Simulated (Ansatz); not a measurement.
## Point defect: Mo vacancy in Mo

Theory: DFT PBEsol, scalar-relativistic, plane waves, PAW (Ansatz 0.2.0). (420 eV cutoff, 4×4×4 k-mesh, Gaussian smearing of 0.10 eV, no spin polarisation)

Host crystal, relaxed:

```
Mo
1.0
    -1.56467    1.56467    1.56467
     1.56467   -1.56467    1.56467
     1.56467    1.56467   -1.56467
Mo
1
Direct
  0.00000 0.00000 0.00000
```

Supercell of 32 atoms, rows in host cell vectors: -2 -4 -2; 2 -2 0; 0 -2 2. Atoms relax at the host's cell, keeping the symmetry that the supercell leaves at the site. The cell is small, so energies carry finite-size errors of tenths of an eV. The host is a metal. Atoms are taken from and returned to the elements' standard states.

Defect: Mo vacancy at (0.000, 0.000, 0.000) of the host cell.

Task: What is the formation energy of the neutral defect?

Result: 3.00 eV.

Task: Does the neutral defect carry a moment, and how do its surroundings relax?

Result: The neutral run had no spin polarisation, so a moment wasn't tested. The nearest neighbours before are 8 Mo at 2.71 Å; after relaxation the atoms near the site are 8 Mo at 2.69 Å; the largest move is 0.03 Å.

Cost: 2 runs of about 7.8 core-minutes in all, on AMD EPYC 7R43 (Zen 3) (shared hosts).